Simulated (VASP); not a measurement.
# Ge under changes of volume

One of the cells (17.937 Å³/atom); the others are scaled copies at fixed shape and fractional positions:

```
Ge
1.0
    -2.53724    2.54335    1.38981
     2.53724   -2.54335    1.38981
     2.53724    2.54335   -1.38981
Ge
2
Direct
  0.37209 0.12209 0.25000
  0.62791 0.87791 0.75000
```

This isn't the form of Ge at room conditions, which is diamond.

* Program: VASP 6.6.1
* Functional: LDA
* Potentials or basis: VASP PAW LDA potentials, release 64 (Ge_d)
* Cutoff: 520 eV
* k mesh: 10 × 10 × 10
* Occupations: fermi-dirac, width 0.05 eV
* Spin: no spin polarisation

```tsv
volume (Å³/atom)	energy over the lowest point (meV/atom)	pressure (GPa)
17.220	?	?
17.578	2.08	2.3
17.937	0.00	0.5
18.296	1.67	-1.2
18.655	6.70	-2.6
```

What does the run at 17.220 Å³/atom give?

Energy over the lowest point 8.35 meV/atom; pressure 4.4 GPa.

Worked out: A Birch-Murnaghan fit of order 2 (a polynomial in V^(-2/3)) to the other rows has its minimum at 17.95 Å³/atom with B0 = V·E''(V) = 83 GPa at fixed shape and positions, which overstates the stiffness. It gives 8.25 meV/atom at 17.220 Å³/atom, against the run's 8.35, and -dE/dV = 3.7 GPa, against 4.4.

Energies are extrapolated to zero smearing.
